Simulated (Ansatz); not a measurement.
# Cu3Au (Auricupride) (Pm-3m) in Ansatz: further runs

Aim: see how the results for Cu3Au (Auricupride) move with the level of theory and the settings. Levels: BLYP+D4, PBE. Tasks: relaxation of cell and atoms, single point.

Program: Ansatz 0.2.0. These are calculated values, not measurements. Logs are shortened: lines on timing, memory, paths and dates and some standing lists are left out, and cuts for length are marked.

**1. The structure**

Symmetry: Pm-3m, No. 221, cubic system. The conventional cell has a = 3.740 Å, b = 3.740 Å, c = 3.740 Å, α = 90.00°, β = 90.00°, γ = 90.00°. Au (site symmetry m-3m) has 12 Cu at 2.64 Å as nearest neighbours. Around Cu (site symmetry 4/mmm) lie 4 Au at 2.64 Å and 8 Cu at 2.64 Å.

**2. Relaxation of cell and atoms, BLYP+D4**

Input file input.yaml:

```yaml
crystal:
  lattice:
    - [3.74, 0.0, 0.0]
    - [0.0, 3.74, 0.0]
    - [0.0, 0.0, 3.74]
  atoms:
    - { symbol: Au, position: [0.0, 0.0, 0.0] }
    - { symbol: Cu, position: [0.5, 0.5, 0.0] }
    - { symbol: Cu, position: [0.5, 0.0, 0.5] }
    - { symbol: Cu, position: [0.0, 0.5, 0.5] }
hamiltonian:
  xc: blyp
  pseudopotentials: { kind: paw }
  dispersion: d4
kpoints:
  mp_grid: { grid: [7, 7, 7] }
scf:
  occupations: { method: fermi_dirac, width: 0.05 }
output:
  forces: true
  stress: true
relax:
  f_tol: 0.01
  max_steps: 40
  cell: { stress_tol: 0.05 }
```

Potentials or basis: Ansatz PAW.

Launch:

```bash
$ ansatz run input.yaml --threads 2 --pin off --max-ram 5632MiB --backend cpu --events-out ev --progress --plain --runs-dir out
```

What it wrote:

```text
Warning: RAYON_NUM_THREADS=2 ignored (pool sized by the plan → 2); use --threads N
Engine: ansatz 0.2.0, x86_64-unknown-linux-gnu
Pseudopotentials: kind: paw
Pseudopotential: Au, paw, valence charge 19, recommended cutoff 420 eV (normal), Au.paw.azcp
Pseudopotential: Cu, paw, valence charge 19, recommended cutoff 420 eV (normal), Cu.paw.azcp
Functional definition: BLYP
  parameter beta = 0.0042
  parameter a = 0.04918
  parameter b = 0.132
  parameter c = 0.2533
  parameter d = 0.349
  exchange = b88_x(beta = beta)
  correlation = lyp_c(a = a, b = b, c = c, d = d)
Crystal: 4 atoms, lattice volume = 52.314 Å³
Basis set: ecut = 420 eV, 1021 PW (Γ), exchange–correlation on 50×50×50 points (8 copies of the dense FFT grid, shifted against one another)
Bands: 46, of which v1, the nominal top of the filled ones, is band 38 counted from 1 (37 counted from 0)
Symmetry: 48 space group operations
Space group: Pm-3m (ITA 221), of the structure as read, at distance tolerance 3.7e-5 Å
k-points: 20 of 343
Non-local potential: Au, projectors of the file, l = 0: 3, l = 1: 2, l = 2: 2, l = 3: 1
Non-local potential: Cu, projectors of the file, l = 0: 3, l = 1: 2, l = 2: 3, l = 3: 1
PAW form: soft (Blöchl's): semilocal exchange-correlation on the pseudo side does not see the compensation charge
PAW frozen core: Au, regenerated for the run's functional, and the local potential with it (the file was generated under x = pbe(κ = 0.804, μ = 0.2195149727645171), c = pbe(β = 0.06672455060314922))
PAW frozen core: Cu, regenerated for the run's functional, and the local potential with it (the file was generated under x = pbe(κ = 0.804, μ = 0.2195149727645171), c = pbe(β = 0.06672455060314922))
PAW one-centre angular grid: Au, 590 points (default); XC on 64 Gauss nodes
PAW one-centre angular grid: Cu, 590 points (default); XC on 64 Gauss nodes
Initial density: superposition of atomic densities (neutral atoms: chi_scale 0, normalization atom), corrected by the library's trained network
Initial wavefunctions: pseudopotential atomic-orbital guess
Functional: x = b88, c = lyp
SCF iter   1: F=—  HF=-33082.965660 eV  |F-HF|=—  |Δ(HF+E_count)|=         —  Δρ=1.75e-2  dr2=1.14e-1  ethr=1.77e-3  ⟨swp⟩=5.8  Hψ=3059  notcnv=0  defer=3
preconditioner: auto → Resta (q_TF=auto, 2.904 Å⁻¹)  ε∞=11.0  [insulator: Δε(μ)=0.219 eV  Ē_g=10.792 eV  σ=0.050 eV  W_gap=0.60  n_scr=18 (ndim 8)  ℏωp=34.1 eV  f_vac=0.000  D(μ)=1.56/eV (n_scr^D=6)  ε∞_Penn≈11.0]
SCF iter   2: F=—  HF=-33082.951026 eV  |F-HF|=—  |Δ(HF+E_count)|=   1.46e-2  Δρ=5.26e-3  dr2=1.34e-2  ethr=1.49e-4  ⟨swp⟩=2.4  Hψ=1492  notcnv=0  defer=51
SCF iter   3: F=—  HF=-33082.948372 eV  |F-HF|=—  |Δ(HF+E_count)|=   2.65e-3  Δρ=3.79e-3  dr2=6.54e-3  ethr=1.77e-5  ⟨swp⟩=2.5  Hψ=1502  notcnv=0  defer=51
SCF iter   4: F=—  HF=-33082.947577 eV  |F-HF|=—  |Δ(HF+E_count)|=   7.96e-4  Δρ=7.95e-4  dr2=1.72e-4  ethr=8.60e-6  ⟨swp⟩=2.2  Hψ=1118  notcnv=0  defer=51
SCF iter   5: F=—  HF=-33082.947832 eV  |F-HF|=—  |Δ(HF+E_count)|=   2.55e-4  Δρ=2.20e-4  dr2=1.73e-5  ethr=2.26e-7  ⟨swp⟩=2.0  Hψ=1351  notcnv=0  defer=51
SCF iter   6: F=—  HF=-33082.947850 eV  |F-HF|=—  |Δ(HF+E_count)|=   1.83e-5  Δρ=5.93e-5  dr2=1.76e-6  ethr=2.27e-8  ⟨swp⟩=2.2  Hψ=1380  notcnv=0  defer=51
SCF iter   7: F=—  HF=-33082.947852 eV  |F-HF|=—  |Δ(HF+E_count)|=   1.43e-6  Δρ=1.83e-5  dr2=1.42e-7  ethr=2.32e-9  ⟨swp⟩=2.1  Hψ=1347  notcnv=0  defer=51
SCF iter   8: F=-33082.947852 eV  HF=-33082.947852 eV  |F-HF|=1.44e-9  |Δ(HF+E_count)|=   9.79e-8  Δρ=3.17e-6  dr2=4.25e-9  ethr=1.32e-10  ⟨swp⟩=4.0  Hψ=2825  notcnv=0
SCF 1 converged in 8 iterations: F = -33082.947852 eV  dr2 = 4.25e-9
relax step   1: F+E_penalty+E_count = -33082.94785183 eV  Δ(F+E_penalty+E_count) = +0.000e0 eV  max|allowed force component| = 4.021e-28 eV/Å  Δτ_max = 0.0000 Å  P = +1.166 GPa  Ω = 52.314 Å³  (8 SCF iters, dr2 threshold 1.00e-7 eV, accepted)
Crystal: 4 atoms, lattice volume = 52.651 Å³
Initial density: handed on by an earlier stage of this run
Initial wavefunctions: those handed on with the density
iter 1 solved again at ethr=8.93e-7 eV; its pass at ethr=3.10e-3 eV (dr2=6.78e-4 eV) is discarded
SCF iter   1: F=—  HF=-33082.949322 eV  |F-HF|=—  |Δ(HF+E_count)|=         —  Δρ=1.17e-3  dr2=7.60e-4  ethr=8.93e-7  ⟨swp⟩=2.0  Hψ=3792  notcnv=0
preconditioner: auto → Resta (q_TF=auto, 2.900 Å⁻¹)  ε∞=11.1  [insulator: Δε(μ)=0.161 eV  Ē_g=10.659 eV  σ=0.050 eV  W_gap=0.54  n_scr=18 (ndim 8)  ℏωp=33.9 eV  f_vac=0.000  D(μ)=1.57/eV (n_scr^D=6)  ε∞_Penn≈11.1]
SCF iter   2: F=—  HF=-33082.949163 eV  |F-HF|=—  |Δ(HF+E_count)|=   1.59e-4  Δρ=4.49e-4  dr2=1.83e-4  ethr=8.93e-7  ⟨swp⟩=2.2  Hψ=1262  notcnv=0
SCF iter   3: F=—  HF=-33082.949103 eV  |F-HF|=—  |Δ(HF+E_count)|=   6.05e-5  Δρ=2.32e-4  dr2=2.76e-5  ethr=2.41e-7  ⟨swp⟩=2.4  Hψ=1340  notcnv=0
SCF iter   4: F=—  HF=-33082.949096 eV  |F-HF|=—  |Δ(HF+E_count)|=   7.08e-6  Δρ=8.20e-5  dr2=3.94e-6  ethr=3.64e-8  ⟨swp⟩=2.0  Hψ=1274  notcnv=0
iter 5 did not close the SCF: its close was put off for the readings that it lacked (scf_convergence_deferred on its scf_iter line)
SCF iter   5: F=-33082.949095 eV  HF=-33082.949095 eV  |F-HF|=1.14e-7  |Δ(HF+E_count)|=   7.23e-7  Δρ=1.50e-5  dr2=1.89e-7  ethr=5.19e-9  ⟨swp⟩=2.0  Hψ=1329  notcnv=0
SCF iter   6: F=-33082.949095 eV  HF=-33082.949095 eV  |F-HF|=8.75e-9  |Δ(HF+E_count)|=   8.17e-9  Δρ=4.57e-6  dr2=1.63e-8  ethr=2.49e-10  ⟨swp⟩=2.0  Hψ=2968  notcnv=0
SCF 2 converged in 6 iterations: F = -33082.949095 eV  dr2 = 1.63e-8
relax step   2: F+E_penalty+E_count = -33082.94909492 eV  Δ(F+E_penalty+E_count) = -1.243e-3 eV  max|allowed force component| = 2.222e-29 eV/Å  Δτ_max = 0.0000 Å  P = +0.168 GPa  Ω = 52.651 Å³  energy of the carried Pulay correction = -1.556e-4 eV  (6 SCF iters, dr2 threshold 4.00e-7 eV, accepted)
Crystal: 4 atoms, lattice volume = 52.708 Å³
iter 1 solved again at ethr=2.62e-8 eV; its pass at ethr=3.10e-3 eV (dr2=1.99e-5 eV) is discarded
SCF iter   1: F=—  HF=-33082.949095 eV  |F-HF|=—  |Δ(HF+E_count)|=         —  Δρ=1.99e-4  dr2=2.22e-5  ethr=2.62e-8  ⟨swp⟩=2.0  Hψ=3615  notcnv=0
preconditioner: auto → Resta (q_TF=auto, 2.900 Å⁻¹)  ε∞=11.2  [insulator: Δε(μ)=0.160 eV  Ē_g=10.644 eV  σ=0.050 eV  W_gap=0.55  n_scr=18 (ndim 8)  ℏωp=33.9 eV  f_vac=0.000  D(μ)=1.58/eV (n_scr^D=6)  ε∞_Penn≈11.2]
SCF iter   2: F=—  HF=-33082.949101 eV  |F-HF|=—  |Δ(HF+E_count)|=   5.65e-6  Δρ=7.72e-5  dr2=5.47e-6  ethr=2.62e-8  ⟨swp⟩=2.4  Hψ=1308  notcnv=0
SCF iter   3: F=—  HF=-33082.949099 eV  |F-HF|=—  |Δ(HF+E_count)|=   1.47e-6  Δρ=4.04e-5  dr2=8.15e-7  ethr=7.19e-9  ⟨swp⟩=2.5  Hψ=1335  notcnv=0
SCF iter   4: F=—  HF=-33082.949099 eV  |F-HF|=—  |Δ(HF+E_count)|=   2.12e-7  Δρ=1.42e-5  dr2=1.23e-7  ethr=1.07e-9  ⟨swp⟩=2.0  Hψ=1273  notcnv=0
iter 5 did not close the SCF: its close was put off for the readings that it lacked (scf_convergence_deferred on its scf_iter line)
SCF iter   5: F=-33082.949099 eV  HF=-33082.949099 eV  |F-HF|=4.05e-9  |Δ(HF+E_count)|=   2.24e-8  Δρ=2.76e-6  dr2=6.66e-9  ethr=1.62e-10  ⟨swp⟩=2.0  Hψ=1345  notcnv=0
SCF iter   6: F=-33082.949099 eV  HF=-33082.949099 eV  |F-HF|=2.76e-10  |Δ(HF+E_count)|=  6.98e-10  Δρ=8.07e-7  dr2=5.08e-10  ethr=8.76e-12  ⟨swp⟩=2.0  Hψ=2640  notcnv=0
SCF 3 converged in 6 iterations: F = -33082.949099 eV  dr2 = 5.08e-10
relax step   3: F+E_penalty+E_count = -33082.94909912 eV  Δ(F+E_penalty+E_count) = -4.199e-6 eV  max|allowed force component| = 1.536e-28 eV/Å  Δτ_max = 0.0000 Å  P = +0.003 GPa  Ω = 52.708 Å³  energy of the carried Pulay correction = -1.819e-4 eV  (6 SCF iters, dr2 threshold 7.07e-8 eV, accepted)
Basis set: ecut = 420 eV, 1021 PW (Γ), exchange–correlation on 54×54×54 points (8 copies of the dense FFT grid, shifted against one another)
Initial wavefunctions: pseudopotential atomic-orbital guess (no wavefunctions were taken with the density)
iter 1 solved again at ethr=5.63e-9 eV; its pass at ethr=3.10e-3 eV (dr2=4.28e-6 eV) is discarded
SCF iter   1: F=—  HF=-33082.948642 eV  |F-HF|=—  |Δ(HF+E_count)|=         —  Δρ=3.29e-4  dr2=1.19e-6  ethr=5.63e-9  ⟨swp⟩=4.0  Hψ=5860  notcnv=0
preconditioner: auto → Resta (q_TF=auto, 2.900 Å⁻¹)  ε∞=11.2  [insulator: Δε(μ)=0.160 eV  Ē_g=10.643 eV  σ=0.050 eV  W_gap=0.55  n_scr=18 (ndim 8)  ℏωp=33.9 eV  f_vac=0.000  D(μ)=1.58/eV (n_scr^D=6)  ε∞_Penn≈11.2]
SCF iter   2: F=—  HF=-33082.949101 eV  |F-HF|=—  |Δ(HF+E_count)|=   4.59e-4  Δρ=1.67e-4  dr2=3.09e-7  ethr=1.56e-9  ⟨swp⟩=1.0  Hψ=920  notcnv=0
SCF iter   3: F=—  HF=-33082.949262 eV  |F-HF|=—  |Δ(HF+E_count)|=   1.61e-4  Δρ=2.91e-6  dr2=2.47e-9  ethr=4.07e-10  ⟨swp⟩=1.0  Hψ=920  notcnv=0
SCF iter   4: F=—  HF=-33082.949262 eV  |F-HF|=—  |Δ(HF+E_count)|=  6.04e-10  Δρ=4.38e-7  dr2=8.06e-11  ethr=3.24e-12  ⟨swp⟩=2.2  Hψ=1535  notcnv=0
iter 5 did not close the SCF: its close was put off for the readings that it lacked (scf_convergence_deferred on its scf_iter line)
SCF iter   5: F=-33082.949262 eV  HF=-33082.949262 eV  |F-HF|=0.00e0  |Δ(HF+E_count)|=  4.37e-11  Δρ=1.79e-7  dr2=1.55e-11  ethr=1.00e-12  ⟨swp⟩=1.0  Hψ=920  notcnv=0
iter 6 did not close the SCF: its close was put off for the readings that it lacked (scf_convergence_deferred on its scf_iter line)
SCF iter   6: F=-33082.949262 eV  HF=-33082.949262 eV  |F-HF|=7.28e-12  |Δ(HF+E_count)|=  1.46e-11  Δρ=6.88e-8  dr2=3.58e-12  ethr=1.00e-12  ⟨swp⟩=1.0  Hψ=920  notcnv=0
iter 7 did not close the SCF: its close was put off for the readings that it lacked (scf_convergence_deferred on its scf_iter line)
SCF iter   7: F=-33082.949262 eV  HF=-33082.949262 eV  |F-HF|=0.00e0  |Δ(HF+E_count)|=  7.28e-12  Δρ=1.59e-8  dr2=9.20e-14  ethr=1.00e-12  ⟨swp⟩=1.0  Hψ=920  notcnv=0
iter 8 did not close the SCF: its close was put off for the readings that it lacked (scf_convergence_deferred on its scf_iter line)
SCF iter   8: F=-33082.949262 eV  HF=-33082.949262 eV  |F-HF|=1.46e-11  |Δ(HF+E_count)|=  7.28e-12  Δρ=8.66e-9  dr2=2.93e-14  ethr=1.00e-12  ⟨swp⟩=1.0  Hψ=920  notcnv=0
SCF iter   9: F=-33082.949262 eV  HF=-33082.949262 eV  |F-HF|=7.28e-12  |Δ(HF+E_count)|=  7.28e-12  Δρ=1.52e-9  dr2=8.68e-16  ethr=1.00e-12  ⟨swp⟩=1.2  Hψ=1941  notcnv=0
SCF 4 converged in 9 iterations: F = -33082.949262 eV  dr2 = 8.68e-16
relax step   4: F+E_penalty+E_count = -33082.94926184 eV  Δ(F+E_penalty+E_count) = -1.627e-4 eV  max|allowed force component| = 1.469e-28 eV/Å  Δτ_max = 0.0000 Å  P = +0.002 GPa  Ω = 52.708 Å³  stress off target by 2.22e-3 GPa  SCF on the basis re-selected at this cell (its energy is not comparable with the rows above)  (9 SCF iters)
basis re-selected at this cell: Δ(F+E_penalty+E_count) = -1.627e-4 eV, ΔP = -0.000 GPa vs the last step (what re-selecting the basis moved, of the pressure what is left beyond the Pulay correction that the steps carried, after the strain that the cell walked since its last selection, with what the two solves' SCF thresholds leave and, on support functions, any second-order correction that the steps lacked; it is no measure of the basis error at this ecutwfc). The dense FFT grid was sized anew with the basis: this SCF ran on 27×27×27 points, the steps before it on 25×25×25, so part of this shift can come from that change (see relax.cell in the input reference). This SCF's stress stands 2.22e-3 GPa from its target on what of the cell is left free (relax.cell.stress_tol is 5.00e-2 GPa) and its largest allowed force component is 1.47e-28 eV/Å (relax.f_tol is 1.00e-2 eV/Å): within both
SCF converged after 9 iterations
Free energy (F): -33082.949262 eV
Harris-Foulkes:  -33082.949262 eV  (|F-HF|=7.28e-12)
Internal energy: -33082.936772 eV  (E = F + TS)
E sigma→0 (E₀):  -33082.943017 eV
Entropy (-TS):   -0.012490 eV (-3.123 meV/atom)
Fermi energy:    18.450140 eV
--- Per-component energies (eV) ---
  E_band       = -1229.444611
  E_kinetic    = 1508.638788
  E_local      = -14068.116800  (includes V_loc(G=0)·N_el)
  E_nonlocal   = 1234.243715
  E_hartree    = 6217.403145
  E_xc         = -490.075448
  E_vxc        = -612.064991  (∫ρ·V_xc dr)
  E_paw        = -14767.531214  (= ΣΔE_a)
  E_vpaw       = -1726.953461  (= ΣTr[D̂ρ^β])
  E_aug_tail   = 0.001842  (compensation charges beyond the density's cutoff)
  E_ewald      = -12713.211730
  E_disp       = -4.432771  (pairwise vdW)
  E_core_change = 0.143700  (= ΣΔE_core)
  E_smearing   = -0.012490  (= −TS)
  E_closure    = -0.000000  (closes the sum)
  Σ components = -33082.949262   (vs F -33082.949262, Δ=0.00e0)
--- Forces (eV/Å), atoms counted from 1 ---
  atom   1  Au    -0.00000000     0.00000000    -0.00000000
  atom   2  Cu    -0.00000000     0.00000000     0.00000000
  atom   3  Cu    -0.00000000    -0.00000000     0.00000000
  atom   4  Cu     0.00000000     0.00000000    -0.00000000
  max |Σ_I F_I| component: 2.20e-28 eV/Å
--- Stress (GPa, compression-positive) ---
        0.002218       0.000000       0.000000
        0.000000       0.002218      -0.000000
        0.000000      -0.000000       0.002218
  P = ⅓ Tr σ = 0.0022 GPa (0.022 kbar)
--- Relaxed structure (3 steps of the walk, 3 accepted, 1 SCFs on fresh bases) ---
  F+E_penalty+E_count = -33082.94926184 eV   max|allowed force component| = 1.469e-28 eV/Å   (the final SCF, on the basis selected at the relaxed cell)
  cell:  # Å, volume = 52.7084 Å³
    - [3.749384613704382, -6.2592723192585165e-34, -2.246918268451775e-34]
    - [-6.2592723192585165e-34, 3.749384613704382, 0.0]
    - [-2.246918268451775e-34, 0.0, 3.749384613704382]
  atoms:
    - { symbol: Au, position: [3.4866713008342705e-35, 9.65539744847176e-36, -3.2184658161624577e-36] }
    - { symbol: Cu, position: [0.49999999999999994, 0.49999999999999994, 1.072821938718869e-36] }
    - { symbol: Cu, position: [0.49999999999999994, 7.509753571036969e-36, 0.49999999999999994] }
    - { symbol: Cu, position: [2.6820548468888964e-36, 0.49999999999999994, 0.49999999999999994] }
```

Wall time 3.5 s (2 threads of Intel Xeon 6975P-C (Granite Rapids), shared host); peak memory 0.41 GiB.

What came out:

- Free energy: -33082.9493 eV
- Relaxed volume: 13.18 Å³/atom
- Relaxed cell: a = 3.749 Å, b = 3.749 Å, c = 3.749 Å, α = 90.00°, β = 90.00°, γ = 90.00°
- Space group after relaxing (to 0.05 Å): Pm-3m (No. 221)
- Energy gained by relaxing: 0.4 meV/atom
- Ionic steps: 4
- Pressure after relaxing: 0.0 GPa

Step by step:
| step | energy change (eV) | largest force (eV/Å) | volume (Å³) |
| --- | --- | --- | --- |
| 1 | 0.0000 | 0.0000 | 52.31 |
| 2 | -0.0012 | 0.0000 | 52.65 |
| 3 | -0.0012 | 0.0000 | 52.71 |
| 4 | -0.0014 | 0.0000 | 52.71 |

Final structure:
```cif
data_structure
_symmetry_space_group_name_H-M 'P 1'
_symmetry_Int_Tables_number 1
_cell_length_a 3.7494
_cell_length_b 3.7494
_cell_length_c 3.7494
_cell_angle_alpha 90.000
_cell_angle_beta 90.000
_cell_angle_gamma 90.000
_cell_volume 52.71
loop_
_atom_site_label
_atom_site_type_symbol
_atom_site_fract_x
_atom_site_fract_y
_atom_site_fract_z
_atom_site_occupancy
Au1 Au 0.00000 0.00000 0.00000 1
Cu1 Cu 0.50000 0.50000 0.00000 1
Cu2 Cu 0.50000 0.00000 0.50000 1
Cu3 Cu 0.00000 0.50000 0.50000 1
```

Caveat: the plane-wave basis is chosen anew once the cell has moved, so the energies of steps on either side of that aren't comparable; the PAW data sets come from PBE, with cores solved anew for the run's functional, which leaves a small shift of forces and pressure.

**3. Single point, PBE**

Input file input.yaml:

```yaml
crystal:
  lattice:
    - [3.74, 0.0, 0.0]
    - [0.0, 3.74, 0.0]
    - [0.0, 0.0, 3.74]
  atoms:
    - { symbol: Au, position: [0.0, 0.0, 0.0] }
    - { symbol: Cu, position: [0.5, 0.5, 0.0] }
    - { symbol: Cu, position: [0.5, 0.0, 0.5] }
    - { symbol: Cu, position: [0.0, 0.5, 0.5] }
hamiltonian:
  xc: pbe
  pseudopotentials: { kind: paw }
kpoints:
  mp_grid: { grid: [7, 7, 7] }
scf:
  occupations: { method: gaussian, width: 0.027 }
output:
  forces: true
  stress: true
  eigenvalues: true
  write_density: true
  write_potential: true
  elf: true
  volumetric_format: npy
```

Potentials or basis: Ansatz PAW.

Launch:

```bash
$ ansatz run input.yaml --threads 2 --pin off --max-ram 5632MiB --backend cpu --events-out ev --progress --plain --runs-dir out
```

Run time: 0.98 s. Hardware: 2 threads of Intel Xeon 6975P-C (Granite Rapids), shared host; peak memory 0.39 GiB.

Results (log left out):

- Free energy: -33024.9821 eV
- Pressure: 5.0 GPa
- Band gap on the k mesh: none (metal or under the smearing width)

Levels at points of the mesh, in eV from the Fermi level:
```
           k point  band 36  band 37  band 38  band 39  band 40  band 41
(0.00, 0.00, 0.00)    -1.29    -1.29     1.30     1.30     1.30     6.12
```

Spin-orbit coupling is left out, which matters for the levels of Au.

**4. Single point, PBE**

Changes to input.yaml since step 3:

```diff
@@ -16,3 +16,3 @@
 scf:
-  occupations: { method: gaussian, width: 0.027 }
+  occupations: { method: gaussian, width: 0.028 }
 output:
@@ -21,5 +21 @@
   eigenvalues: true
-  write_density: true
-  write_potential: true
-  elf: true
-  volumetric_format: npy
```

Launch:

```bash
$ ansatz run input.yaml --threads 2 --pin off --max-ram 5632MiB --backend cpu --events-out ev --progress --plain --runs-dir out
```

Wall time 0.75 s (2 threads of Intel Xeon 6975P-C (Granite Rapids), shared host); peak memory 0.39 GiB.

The run converged. Its results:

- Free energy: -33024.9821 eV
- Pressure: 5.0 GPa
- Band gap on the k mesh: none (metal or under the smearing width)

Levels at points of the mesh, in eV from the Fermi level:
```csv
k point,band 34,band 35,band 36,band 37,band 38,band 39,band 40,band 41,band 42,band 43
"(0.00, 0.00, 0.00)",-1.43,-1.29,-1.29,-1.29,1.30,1.30,1.30,6.12,7.64,7.64
```

Spin-orbit coupling is left out, which matters for the levels of Au.

**5. The runs side by side**

| task | level | cell | smearing | gap on the mesh (eV) | pressure (GPa) |
| --- | --- | --- | --- | --- | --- |
| relaxation of cell and atoms | BLYP+D4 | relaxed | fermi-dirac 0.05 eV | - | 0.0 |
| single point | PBE | as given | gaussian 0.027 eV | none | 5.0 |
| single point | PBE | as given | gaussian 0.028 eV | none | 5.0 |

Alike in all rows: potentials or basis Ansatz PAW; no spin polarisation; k mesh 7 × 7 × 7; cutoff (eV) 420.

Caveats: the plane-wave basis is chosen anew once the cell has moved, so the energies of steps on either side of that aren't comparable (some runs); the PAW data sets come from PBE, with cores solved anew for the run's functional, which leaves a small shift of forces and pressure (some runs).

Absolute energies hang on the potentials; compare differences alone.
